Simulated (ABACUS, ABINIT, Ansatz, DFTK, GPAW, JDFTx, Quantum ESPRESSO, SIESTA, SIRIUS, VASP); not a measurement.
**SnTe: programs and potentials compared**

```
Te Sn
1.0
     0.00000    3.15085    3.15085
     3.15085    0.00000    3.15085
     3.15085    3.15085    0.00000
Te Sn
1 1
Cartesian
  3.1509 3.1509 3.1509
  0.0000 0.0000 0.0000
```

Alike in all runs: task single point; functional PBEsol; k mesh 7 × 7 × 7; occupations fermi-dirac, width 0.05 eV; no spin polarisation; no spin-orbit coupling. Pressure is positive in compression and, in plane waves, holds the error of the finite cutoff.

```tsv
program and potentials	plane-wave cutoff (eV)	notes	pressure (GPa)
JDFTx, PseudoDojo-SR-PBEsol-0.4.1-standard with smoothed tails	1088	15 valence electrons an atom on average	-0.32
ABACUS, PseudoDojo NC SR 0.4.1 PBEsol standard, plane waves	1129	15 valence electrons an atom on average	-0.33
DFTK, PseudoDojo SR PBEsol 0.4.1 standard (PBEsol)	1088	15 valence electrons an atom on average	-0.32
SIESTA, files PseudoDojo sr-pbesol-0.4.1-standard, DZP (energy shift 0.003 Ry; two zetas on semicore shells)	-	atomic basis; 15 valence electrons an atom on average	0.32
GPAW, PAW data sets generated for this functional	600	10 valence electrons an atom on average	?
Quantum ESPRESSO, GBRV 1.5 PBEsol	925	10 valence electrons an atom on average	-0.63
Ansatz, all-electron LAPW, scalar-relativistic	-	-	-0.37
ABINIT, PseudoDojo NC SR PBEsol v0.4.1 standard	1088	15 valence electrons an atom on average	-0.32
VASP, PBE PAW files Sn_d, Te, 520 eV	520	potentials made for PBE; 10 valence electrons an atom on average	-0.37
SIRIUS, PseudoDojo 0.4.1 PBEsol standard (scalar relativistic)	1102	15 valence electrons an atom on average	-0.32
```

Problem. Estimate from the other rows what the run with GPAW, PAW data sets generated for this functional gave.

Solution. Pressure -0.65 GPa. The other rows, which needn't bracket it: pressure -0.63 to 0.32.
